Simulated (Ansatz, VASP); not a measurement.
## One calculation of Cs, two programs

INCAR

```
  PREC = Accurate
  ENCUT = 520
  EDIFF = 1E-6
  ISMEAR = 0
  SIGMA = 0.05
  LREAL = F
  LASPH = T
  NELM = 100
  ALGO = Fast
  ISIF = 2
  LWAVE = F
  LCHARG = F
  GGA = PE
  NBANDS = 10
```

File KPOINTS:

```
Automatic mesh
0
Gamma
  6 6 6
```

The input POSCAR:

```
Cs
1.0
   -3.0290279675      3.0290279675      3.0290279675
    3.0290279675     -3.0290279675      3.0290279675
    3.0290279675      3.0290279675     -3.0290279675
Cs
1
Direct
    0.0000000000      0.0000000000      0.0000000000
```

Input for Ansatz:

```yaml
crystal:
  lattice:
    - [-3.0290279675, 3.0290279675, 3.0290279675]
    - [3.0290279675, -3.0290279675, 3.0290279675]
    - [3.0290279675, 3.0290279675, -3.0290279675]
  atoms:
    - { symbol: Cs, position: [0.0, 0.0, 0.0] }
basis:
  ecutwfc: 420
  ecutrho_ratio: 4
kpoints:
  mp_grid: { grid: [6, 6, 6] }
hamiltonian:
  xc: pbe
scf:
  occupations: { method: gaussian, width: 0.05 }
output:
  forces: true
  stress: true
  eigenvalues: true
```

Alike in both runs: task single point; functional PBE; k mesh 6 × 6 × 6; occupations gaussian, width 0.05 eV; no spin polarisation.

```csv
,VASP,Ansatz
version,VASP 6.6.1,Ansatz 0.2.0
potentials or method,"VASP PAW PBE potentials, release 64 (Cs_sv)","scalar-relativistic, plane waves, PAW"
plane-wave cutoff (eV),520,420
valence electrons in the cell,9,9
```

|  | VASP | Ansatz | Ansatz less VASP |
| --- | --- | --- | --- |
| gap on the k mesh at the Fermi level (eV) | none | none | - |
| pressure (GPa) | 0.1 | 0.1 | +0.01 |

A gap of «none» marks a metal or a gap that the smearing closes. With one functional, cell and mesh, what is left measures potentials, basis and numerics.

The runs have no spin-orbit coupling, so splittings on Cs are missing.
